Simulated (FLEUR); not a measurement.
# BaTiO3 (R3m) in FLEUR: notebook

One crystal, BaTiO3, is run at these levels: PBEsol; tasks: single point.

All numbers are computed with FLEUR MaX-R8.1 (later development tree); they aren't measurements. Logs are shortened: lines on timing, memory, paths and dates and some standing lists are left out, and cuts for length are marked.

### Step 1. Starting point

It takes space group R3m (No. 160, trigonal). Conventional cell: a = 5.655 Å, b = 5.655 Å, c = 6.955 Å, α = 90.00°, β = 90.00°, γ = 120.00°. Ba (site symmetry 3m) has 12 O at 2.79 to 2.89 Å as nearest neighbours. Ti (site symmetry 3m) is surrounded by 6 O at 1.87 to 2.14 Å. Around O (site symmetry m) lie 2 Ti at 1.87 to 2.14 Å.

### Step 2. Single point, PBEsol

File inp.xml:

```xml
<?xml version="1.0" encoding="UTF-8" standalone="no"?>
<fleurInput fleurInputVersion="0.39">
   <comment>
      BaTiO3                                                                                              
   </comment>
   <calculationSetup>
      <cutoffs Kmax="5.38" Gmax="16.7" GmaxXC="16.7" numbands="0"/>
      <scfLoop itmax="60" minDistance="0.00001" maxIterBroyd="15" imix="Anderson" alpha="0.05" precondParam="0.0" spinf="2.0" sdNocoIR="T"/>
      <coreElectrons ctail="T" frcor="F" kcrel="0" coretail_lmax="0"/>
      <xcFunctional name="PBEs" relativisticCorrections="F"/>
      <magnetism jspins="1"/>
      <soc l_soc="F" theta="0.0" phi="0.0" spav="F"/>
      <expertModes spex="0" secvar="F"/>
      <geometryOptimization l_f="T" forcealpha="1.0" forcemix="BFGS" epsdisp="0.0005" epsforce="0.0002"/>
      <ldaU l_linMix="F" mixParam="0.05" spinf="1.0"/>
   </calculationSetup>
   <cell>
      <bzIntegration valenceElectrons="50.0" mode="hist" fermiSmearingEnergy="0.00183747">
         <kPointListSelection listName="default-1"/>
         <!-- k-points included here -->
         <xi:include xmlns:xi="http://www.w3.org/2001/XInclude" href="kpts.xml"> </xi:include>
      </bzIntegration>
      <!-- symmetry operations included here -->
      <xi:include xmlns:xi="http://www.w3.org/2001/XInclude" href="sym.xml"> </xi:include>
      <bulkLattice scale="1.0">
         <bravaisMatrix>
            <row-1>    5.3429485437151776     3.0847527798716188     4.3811287512026924</row-1>
            <row-2>   -5.3429485437151776     3.0847527798716188     4.3811287512026924</row-2>
            <row-3>    0.0000000000000000    -6.1695055599322099     4.3811287512026924</row-3>
         </bravaisMatrix>
      </bulkLattice>
   </cell>
   <atomSpecies>
      <species name="Barium (Ba)" element="Ba" atomicNumber="56">
         <mtSphere radius="2.51" gridPoints="879" logIncrement="0.015"/>
         <atomicCutoffs lmax="10" lnonsphr="10"/>
[... 31 lines left out ...]
         <electronConfig flipSpins="F">
            <coreConfig>(1s1/2)</coreConfig>
            <valenceConfig>(2s1/2) (2p1/2) (2p3/2)</valenceConfig>
            <stateOccupation state="(2p1/2)" spinUp="0.666667" spinDown="0.666667"/>
            <stateOccupation state="(2p3/2)" spinUp="1.333333" spinDown="1.333333"/>
         </electronConfig>
         <energyParameters s="2" p="2" d="3" f="4"/>
         <lo type="SCLO" l="0" n="2" eDeriv="2"/>
         <lo type="SCLO" l="1" n="2" eDeriv="2"/>
         <lo type="SCLO" l="2" n="3" eDeriv="2"/>
      </species>
   </atomSpecies>
   <atomGroups>
      <atomGroup species="Barium (Ba)">
         <relPos label="                   1">.0000000000 .0000000000 .0000000000</relPos>
         <force calculate="T" relaxXYZ="TTT"/>
      </atomGroup>
      <atomGroup species="Titanium (Ti)">
         <relPos label="                   2">.4845000000 .4845000000 .4845000000</relPos>
         <force calculate="T" relaxXYZ="TTT"/>
      </atomGroup>
      <atomGroup species="Oxygen (O)">
         <relPos label="                   3">-.4914000000 .0175000000 -.4914000000</relPos>
         <relPos label="                   4">.0175000000 -.4914000000 -.4914000000</relPos>
         <relPos label="                   5">-.4914000000 -.4914000000 .0175000000</relPos>
         <force calculate="T" relaxXYZ="TTT"/>
      </atomGroup>
   </atomGroups>
   <output dos="F" band="F" slice="F">
      <checks vchk="F" cdinf="F"/>
      <bandDOS minEnergy="-.5*Htr" maxEnergy="0.5*Htr" sigma="0.015" storeEVData="T"/>
      <vacuumDOS vacdos="F" integ="F" star="F" nstars="0" locx1="0.0" locy1="0.0" locx2="0.0" locy2="0.0" nstm="0" tworkf="0.0"/>
      <unfoldingBand unfoldBand="F" supercellX="1" supercellY="1" supercellZ="1"/>
      <plotting iplot="0" polar="F">
         <plot TwoD="T" vec1="  1.0  0.0  0.0" vec2="  0.0  1.0  0.0" vec3="  0.0  0.0  1.0" zero="  0.0  0.0  0.0" file="plot"/>
      </plotting>
      <chargeDensitySlicing numkpt="0" minEigenval="0.0" maxEigenval="0.0" nnne="0" pallst="F"/>
      <specialOutput eonly="F"/>
      <moessbauerParams electricFieldGradient="T" isomerShift="T" coreHyperfine="T" valenceHyperfine="T"/>
      <magneticCircularDichroism mcd="F" energyLo="-10.0" energyUp="0.0"/>
   </output>
  <!-- We include the file relax.xml here to enable relaxations (see documentation) -->
  <xi:include xmlns:xi="http://www.w3.org/2001/XInclude" href="relax.xml"> <xi:fallback/> </xi:include>
</fleurInput>
```

File crystal.txt:

```
BaTiO3
&input cartesian=F /
2.8273666084  1.6323808724  2.3183934932
-2.8273666084  1.6323808724  2.3183934932
0.0000000000  -3.2647617449  2.3183934932
1.8897261246
1.0 1.0 1.0

5
56 0.0000000000  0.0000000000  0.0000000000
22 0.4845000000  0.4845000000  0.4845000000
8 0.5086000000  0.0175000000  0.5086000000
8 0.0175000000  0.5086000000  0.5086000000
8 0.5086000000  0.5086000000  0.0175000000

&kpt div1=7 div2=7 div3=7 gamma=T /
```

Potentials or basis: all-electron, FLAPW.

Launch:

```console
$ inpgen -f crystal.txt -profile fastHighL
$ # inp.xml edited to the form shown
$ mpirun -n 4 fleur_MPI -pe_per_kpt 1
```

What it wrote:

```text
Welcome to FLEUR        (www.flapw.de)
      MaX-Release 8.1          (www.max-centre.eu)

 ========== k-point set info ==========
 Selected k-point list: default-1
 k-point list type: mesh
 7 x 7 x 7
 Number of k points: 44

 ------------Calculation Setup---------------------------
 Number of MPI-tasks      :            4
 Number of PE/node        :            4
 Number of OMP-threads    :            1
 Using exactly            1  PE per kpt
 k-points in parallel     :            4
 pe's per k-point         :            1
 No of k-point loops      :           11
 Using exactly            1  PE per kpt
 Using exactly            1  PE per kpt
 Using exactly            1  PE per kpt
 Eigenvalue solver        :       lapack
 Number of basis functions:         1375
 Approximate size of matrices (H+S) per k-point:         0.056 GB
 --------------------------------------------------------
 Iteration:     1   Distance:      27.35181844 me/bohr^3
 Iteration:     2   Distance:      22.64463413 me/bohr^3
 Iteration:     3   Distance:       8.06895247 me/bohr^3
 Iteration:     4   Distance:       7.50732497 me/bohr^3
 Iteration:     5   Distance:       5.11372324 me/bohr^3
 Iteration:     6   Distance:       2.72231358 me/bohr^3
 Iteration:     7   Distance:       0.73517268 me/bohr^3
 Iteration:     8   Distance:       0.48522135 me/bohr^3
 Iteration:     9   Distance:       0.14986823 me/bohr^3
 Iteration:    10   Distance:       0.08038704 me/bohr^3
 Iteration:    11   Distance:       0.02660296 me/bohr^3
 Iteration:    12   Distance:       0.01808019 me/bohr^3
 Iteration:    13   Distance:       0.01593735 me/bohr^3
 Iteration:    14   Distance:       0.00368038 me/bohr^3
 Iteration:    15   Distance:       0.00200589 me/bohr^3
 Iteration:    16   Distance:       0.00160612 me/bohr^3
 Iteration:    17   Distance:       0.00074502 me/bohr^3
 Iteration:    18   Distance:       0.00028727 me/bohr^3
 Iteration:    19   Distance:       0.00004325 me/bohr^3
 Iteration:    20   Distance:       0.00004015 me/bohr^3
 Iteration:    21   Distance:       0.00001016 me/bohr^3
 Iteration:    22   Distance:       0.00000484 me/bohr^3

 Reset of history

 ********************************************************************
 Run finished successfully
 Stop message:
   Structural relaxation: new displacements generated
 ********************************************************************
```

Wall time 6 min (4 MPI ranks of Intel Xeon Platinum 8488C (Sapphire Rapids), shared host).

Results:

```
Free energy                                           : -250738.1523 eV
Largest force                                         : 0.143 eV/Å
Band gap on the k mesh                                : 2.45 eV, indirect (least direct gap 2.74 eV)
Valence electrons inside the program's atomic spheres : Ba 17.12; Ti 8.97; O 4.45 (radii Ba 2.51, Ti 1.82, O 1.39 bohr)
```

Forces on the atoms (eV/Å):
```
Ba   0.000  0.000 -0.143
Ti   0.000  0.000  0.070
O    0.056 -0.032  0.025
O   -0.056 -0.032  0.025
O    0.000  0.065  0.025
```

Core levels (eV from the Fermi level):
| atom | levels |
| --- | --- |
| 1 Ba | 1s1/2 -37203.2, 2s1/2 -5870.5, 2p1/2 -5529.8, 2p3/2 -5148.4, 3s1/2 -1231.4, 3p1/2 -1088.5, 3p3/2 -1014.7, 4s1/2 -233.7, 3d3/2 -763.7, 3d5/2 -748.0, 4p1/2 -181.8, 4p3/2 -166.4 |
| 2 Ti | 1s1/2 -4855.6, 2s1/2 -530.2, 2p1/2 -441.7, 2p3/2 -435.9 |
| 3 O | 1s1/2 -502.0 |
| 4 O | 1s1/2 -502.0 |
| 5 O | 1s1/2 -502.0 |

Caveat: spin-orbit coupling is left out, which moves the levels of the heavy elements; an odd mesh through Γ misses points on the zone boundary, where band edges often lie. PBEsol gaps usually lie below the measured ones, often by a third to a half.

### Step 3. Single point, PBEsol (atoms moved at random, drawn with an rms of 0.05 Å)

Changes to inp.xml since step 2:

```diff
@@ -49,3 +49,3 @@
       <species name="Titanium (Ti)" element="Ti" atomicNumber="22">
-         <mtSphere radius="1.82" gridPoints="615" logIncrement="0.019"/>
+         <mtSphere radius="1.82" gridPoints="613" logIncrement="0.019"/>
          <atomicCutoffs lmax="8" lnonsphr="8"/>
@@ -65,3 +65,3 @@
       <species name="Oxygen (O)" element="O" atomicNumber="8">
-         <mtSphere radius="1.39" gridPoints="471" logIncrement="0.022"/>
+         <mtSphere radius="1.39" gridPoints="467" logIncrement="0.023"/>
          <atomicCutoffs lmax="8" lnonsphr="8"/>
@@ -81,3 +81,3 @@
       <atomGroup species="Barium (Ba)">
-         <relPos label="                   1">.0000000000 .0000000000 .0000000000</relPos>
+         <relPos label="                   1">-.0126770000 -.0079790000 .0071180000</relPos>
          <force calculate="T" relaxXYZ="TTT"/>
@@ -85,3 +85,3 @@
       <atomGroup species="Titanium (Ti)">
-         <relPos label="                   2">.4845000000 .4845000000 .4845000000</relPos>
+         <relPos label="                   2">.4831240000 .4725880000 .4820330000</relPos>
          <force calculate="T" relaxXYZ="TTT"/>
@@ -89,5 +89,11 @@
       <atomGroup species="Oxygen (O)">
-         <relPos label="                   3">-.4914000000 .0175000000 -.4914000000</relPos>
-         <relPos label="                   4">.0175000000 -.4914000000 -.4914000000</relPos>
-         <relPos label="                   5">-.4914000000 -.4914000000 .0175000000</relPos>
+         <relPos label="                   3">-.4894980000 .0092900000 -.4834690000</relPos>
+         <force calculate="T" relaxXYZ="TTT"/>
+      </atomGroup>
+      <atomGroup species="Oxygen (O)">
+         <relPos label="                   4">.0211820000 -.4797450000 -.4864140000</relPos>
+         <force calculate="T" relaxXYZ="TTT"/>
+      </atomGroup>
+      <atomGroup species="Oxygen (O)">
+         <relPos label="                   5">-.4892240000 -.4860800000 .0142200000</relPos>
          <force calculate="T" relaxXYZ="TTT"/>
```

File crystal.txt:

```
BaTiO3
&input cartesian=F /
2.8273666084  1.6323808724  2.3183934932
-2.8273666084  1.6323808724  2.3183934932
0.0000000000  -3.2647617449  2.3183934932
1.8897261246
1.0 1.0 1.0

5
56 -0.0126770000  -0.0079790000  0.0071180000
22 0.4831240000  0.4725880000  0.4820330000
8 0.5105020000  0.0092900000  0.5165310000
8 0.0211820000  0.5202550000  0.5135860000
8 0.5107760000  0.5139200000  0.0142200000

&kpt div1=7 div2=7 div3=7 gamma=T /
```

Potentials or basis: all-electron, FLAPW.

Launch:

```console
$ inpgen -f crystal.txt -profile fastHighL
$ # inp.xml edited to the form shown
$ mpirun -n 4 fleur_MPI -pe_per_kpt 1
```

What it wrote:

```text
Welcome to FLEUR        (www.flapw.de)
      MaX-Release 8.1          (www.max-centre.eu)

 ========== k-point set info ==========
 Selected k-point list: default-1
 k-point list type: mesh
 7 x 7 x 7
 Number of k points: 172

 ------------Calculation Setup---------------------------
 Number of MPI-tasks      :            4
 Number of PE/node        :            4
 Number of OMP-threads    :            1
 Using exactly            1  PE per kpt
 k-points in parallel     :            4
 Using exactly            1  PE per kpt
 pe's per k-point         :            1
 No of k-point loops      :           43
 Using exactly            1  PE per kpt
 Using exactly            1  PE per kpt
 Eigenvalue solver        :       lapack
 Number of basis functions:         1375
 Approximate size of matrices (H+S) per k-point:         0.056 GB
 --------------------------------------------------------
 Iteration:     1   Distance:      27.36285083 me/bohr^3
 Iteration:     2   Distance:      22.63299400 me/bohr^3
 Iteration:     3   Distance:       8.13445078 me/bohr^3
 Iteration:     4   Distance:       7.49261474 me/bohr^3
 Iteration:     5   Distance:       5.27206067 me/bohr^3
 Iteration:     6   Distance:       2.84675587 me/bohr^3
 Iteration:     7   Distance:       0.72384082 me/bohr^3
 Iteration:     8   Distance:       0.46537549 me/bohr^3
 Iteration:     9   Distance:       0.26261250 me/bohr^3
 Iteration:    10   Distance:       0.07660684 me/bohr^3
 Iteration:    11   Distance:       0.12834227 me/bohr^3
 Iteration:    12   Distance:       0.01481818 me/bohr^3
 Iteration:    13   Distance:       0.01111403 me/bohr^3
 Iteration:    14   Distance:       0.01075698 me/bohr^3
 Iteration:    15   Distance:       0.00132452 me/bohr^3
 Iteration:    16   Distance:       0.00109053 me/bohr^3
 Iteration:    17   Distance:       0.00053370 me/bohr^3
 Iteration:    18   Distance:       0.00024589 me/bohr^3
 Iteration:    19   Distance:       0.00009209 me/bohr^3
 Iteration:    20   Distance:       0.00004412 me/bohr^3
 Iteration:    21   Distance:       0.00002629 me/bohr^3
 Iteration:    22   Distance:       0.00000638 me/bohr^3

 Reset of history

 ********************************************************************
 Run finished successfully
 Stop message:
   Structural relaxation: new displacements generated
 ********************************************************************
```

Run time: 29 min. Hardware: 4 MPI ranks of Intel Xeon Platinum 8488C (Sapphire Rapids), shared host.

What came out:

* Free energy: -250738.1093 eV
* Largest force: 0.495 eV/Å
* Band gap on the k mesh: 2.57 eV, indirect (least direct gap 2.94 eV)
* Valence electrons inside the program's atomic spheres: Ba 17.13; Ti 8.98; O 4.45 (radii Ba 2.51, Ti 1.82, O 1.39 bohr)

Forces on the atoms (eV/Å):
```
Ba   0.202  0.275 -0.057
Ti  -0.306 -0.104  0.375
O   -0.324  0.346  0.122
O    0.198 -0.124 -0.419
O    0.232 -0.394 -0.021
```

Core levels (eV from the Fermi level):
```tsv
atom	levels
1 Ba	1s1/2 -37203.1, 2s1/2 -5870.4, 2p1/2 -5529.8, 2p3/2 -5148.3, 3s1/2 -1231.4, 3p1/2 -1088.4, 3p3/2 -1014.7, 4s1/2 -233.7, 3d3/2 -763.7, 3d5/2 -748.0, 4p1/2 -181.7, 4p3/2 -166.3
2 Ti	1s1/2 -4855.5, 2s1/2 -530.1, 2p1/2 -441.6, 2p3/2 -435.8
3 O	1s1/2 -502.0
4 O	1s1/2 -502.0
5 O	1s1/2 -502.0
```

Caveat: spin-orbit coupling is left out, which moves the levels of the heavy elements; an odd mesh through Γ misses points on the zone boundary, where band edges often lie.
